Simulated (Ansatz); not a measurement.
Hf under changes of volume

One of the cells (22.380 Å³/atom); the others are scaled copies at fixed shape and fractional positions:

```xyz
2
Lattice="3.1967 0.0000 0.0000 -1.5983 2.7684 0.0000 0.0000 0.0000 5.0578" Properties=species:S:1:pos:R:3 pbc="T T T"
Hf    1.5984    0.9228    3.7934
Hf    0.0000    1.8456    1.2645
```

* Program: Ansatz 0.2.0
* Functional: B3LYP5
* Potentials or basis: Ansatz PAW
* Cutoff: 420 eV (not typed: the program's choice for these potentials)
* k mesh: 5 × 5 × 3
* Occupations: fermi-dirac, width 0.05 eV
* Spin: no spin polarisation

```tsv
volume (Å³/atom)	energy over the lowest point (meV/atom)	pressure (GPa)
21.037	60.46	10.7
21.485	34.95	7.7
21.933	17.51	4.9
22.380	4.22	2.7
22.828	0.00	0.4
23.276	6.11	-1.6
23.723	?	?
```

What does the run at 23.723 Å³/atom give?

Energy over the lowest point 13.19 meV/atom; pressure -3.5 GPa.

The energies don't lie on one smooth curve, so no fit is given. The run at 23.276 Å³/atom lies farthest off, from a change of basis, grid or state.

Energies are extrapolated to zero smearing.

Caveats: all runs use coarse meshes; the PAW data sets come from PBE, with cores solved anew for the run's functional, which leaves a small shift of forces and pressure; the thresholds are loose for stress.
